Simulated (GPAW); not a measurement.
Fe2Ge: relaxation of cell and atoms with PBEsol+D3

The system is Fe2Ge.

```
Ge Fe
1.0
     4.16363    0.00000    0.00000
    -2.08182    3.60581    0.00000
     0.00000    0.00000    2.62647
Ge Fe
1 2
Direct
  0.00000 0.00000 0.00000
  0.33333 0.66667 0.50000
  0.66667 0.33333 0.50000
```

The cell comes from a database or a generator and needn't be the stable form of this composition.

| Quantity | Value |
| --- | --- |
| Program | GPAW 26.7.0 |
| Task | relaxation of cell and atoms |
| Functional | PBEsol |
| Dispersion | D3 |
| Potentials or basis | PAW data sets generated in the run's folder for this functional |
| Cutoff | 600 eV |
| Basis | pw |
| k mesh | 5 × 5 × 7 |
| Occupations | fermi-dirac, width 0.05 eV |
| Spin | collinear spin, ferromagnetic start |
| Starting moments | [0.0, 3.0, 3.0] μB |
| Maxiter | 150 |
| Optimizer | BFGS |
| Fmax | 0.02 eV/Å |
| Max steps | 60 |
| Convergence | density=1e-05 forces=0.0001 |

The relaxed volume is 12.04 Å³/atom. The relaxed cell is a = 4.013 Å, b = 4.013 Å, c = 2.589 Å, α = 90.00°, β = 90.00°, γ = 120.00° and the space group after relaxing (to 0.05 Å) is P6/mmm (No. 191). The energy gained by relaxing is 33.0 meV/atom and the ionic steps are 7. The pressure after relaxing is -0.2 GPa. The band gap on the k mesh is none (metal or under the smearing width) and the net moment is 4.09 μB per cell. The site moments are Ge -0.00; Fe +1.98 μB and the dispersion energy per atom is -0.258 eV.

Stress tensor (GPa, compression positive):
```
-0.19  0.00  0.00
 0.00 -0.19  0.00
 0.00  0.00 -0.10
```

The path:
```tsv
step	energy change (eV)	largest force (eV/Å)	pressure (GPa)	volume (Å³)
1	0.0000	0.0000	-9.82	39.43
2	-0.0256	0.0000	-8.59	38.98
3	-0.0979	0.0000	0.23	36.19
4	-0.0984	0.0000	0.09	36.22
5	-0.1003	0.0000	-0.40	36.30
6	-0.1000	0.0000	-0.30	36.22
7	-0.0991	0.0000	-0.16	36.11
```

Final structure:
```yaml
crystal:
  lattice:
    - [4.01292, 0.00000, 0.00000]
    - [-2.00646, 3.47529, 0.00000]
    - [0.00000, 0.00000, 2.58921]
  atoms:
    - { symbol: Ge, position: [0.00000, 0.00000, 0.00000] }
    - { symbol: Fe, position: [0.33333, 0.66667, 0.50000] }
    - { symbol: Fe, position: [0.66667, 0.33333, 0.50000] }
```

Levels at points of the mesh, in eV from the Fermi level:
Spin up:
| k point | band 9 | band 10 | band 11 | band 12 | band 13 | band 14 | band 15 | band 16 |
| --- | --- | --- | --- | --- | --- | --- | --- | --- |
| (0.00, 0.00, 0.00) | -2.11 | -1.08 | -1.08 | 0.96 | 2.69 | 2.69 | 3.24 | 3.24 |
Spin down:
| k point | band 6 | band 7 | band 8 | band 9 | band 10 | band 11 |
| --- | --- | --- | --- | --- | --- | --- |
| (0.00, 0.00, 0.00) | -1.41 | -1.41 | 0.17 | 0.17 | 1.35 | 1.35 |

Wall time 2.9 min on 1 thread of Arm Neoverse V1, with other jobs on the host, peak memory 0.28 GiB.

Caveat: each step starts from the last one's moments, so a moment once lost doesn't come back; later steps reuse the first step's grids; pairwise dispersion overbinds metals, which lowers pressure and volume.
